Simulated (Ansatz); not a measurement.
# Br (hcp type): the cost of one run

Method: DFT PBE, with the methods named in each step, in Ansatz 0.2.0.

## 1. Starting point

It takes space group P6_3/mmc (No. 194, hexagonal). The conventional cell has a = 3.926 Å, b = 3.926 Å, c = 4.300 Å, α = 90.00°, β = 90.00°, γ = 120.00°. Br (site symmetry -6m2) is surrounded by 6 Br at 3.12 Å.

As a file:

```xyz
2
Lattice="3.9264 0.0000 0.0000 -1.9632 3.4004 0.0000 0.0000 0.0000 4.2999" Properties=species:S:1:pos:R:3 pbc="T T T"
Br    0.0000    2.2669    1.0750
Br    1.9632    1.1335    3.2250
```

Whether this phase is the stable one at these pressures isn't tested.

Atoms are numbered in the order of the input: Br1, Br2.

## 2. The reference volume, LAPW

input.yaml

```yaml
crystal:
  lattice:
    - [3.9264464971, 0.0, 0.0]
    - [-1.9632232486, 3.4004024131, 0.0]
    - [0.0, 0.0, 4.2999388874]
  atoms:
    - { symbol: Br, position: [0.3333333333, 0.6666666667, 0.25] }
    - { symbol: Br, position: [0.6666666667, 0.3333333333, 0.75] }
kpoints:
  mp_grid: { grid: [14, 14, 8] }
  band_path:
    path:
      - [0.0, 0.0, 0.0]
      - [0.5, 0.0, 0.0]
      - [0.3333333333, 0.3333333333, 0.0]
      - [0.0, 0.0, 0.0]
      - [0.0, 0.0, 0.5]
      - [0.5, 0.0, 0.5]
      - [0.3333333333, 0.3333333333, 0.5]
      - [0.0, 0.0, 0.5]
      - [0.5, 0.0, 0.5]
    npoints: 14
scf:
  occupations: { method: fermi_dirac, width: 0.05 }
hamiltonian:
  xc: pbe
  pseudopotentials: { kind: all_electron, lapw: { basis_error: 0.001 } }
output:
  forces: true
  stress: true
  eigenvalues: true
  populations: true
  dos: { projected: true, de: 0.2, e_range: [-14, 8] }
```

On the command line:

```bash
> ansatz run input.yaml --threads 1 --pin off --max-ram 2048MiB --backend cpu --events-out ev --progress --plain --runs-dir out
```

Q: Estimate wall time and peak memory on 1 thread of Arm Neoverse V1, shared host.

About 30 s, with a peak of 0.37 GiB.
